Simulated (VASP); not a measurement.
Al2O3:

```
CELL_PARAMETERS angstrom
3.01748 0.00000 0.00000
-1.50874 2.61322 0.00000
0.00000 0.00000 7.57464
ATOMIC_POSITIONS crystal
Al 0.00000 0.00000 0.72205
Al 0.00000 0.00000 0.27795
O 0.00000 0.00000 0.50000
O 0.66667 0.33333 0.80055
O 0.33333 0.66667 0.19945
```

Measurements of this composition are mostly on another form, of space group No. 167.

Base run:

```yaml
Program: VASP 6.6.1
Functional: PBE
Potentials_or_basis: VASP PAW PBE potentials, release 64 (Al_GW, O_GW)
Cutoff: 900 eV
k_mesh: 7 × 7 × 3
Occupations: fermi-dirac, width 0.05 eV
Spin: no spin polarisation
```

Its results: band gap on the k mesh 2.30 eV, direct; pressure -0.9 GPa; largest force 0.130 eV/Å.

Question: The run is repeated on the same cell with these changes: potentials or basis from VASP PAW PBE potentials, release 64 (Al_GW, O_GW) to VASP PAW PBE potentials, release 64 (Al, O). What comes out?

Answer: Band gap on the k mesh 2.29 eV, direct; pressure -0.5 GPa; largest force 0.096 eV/Å.
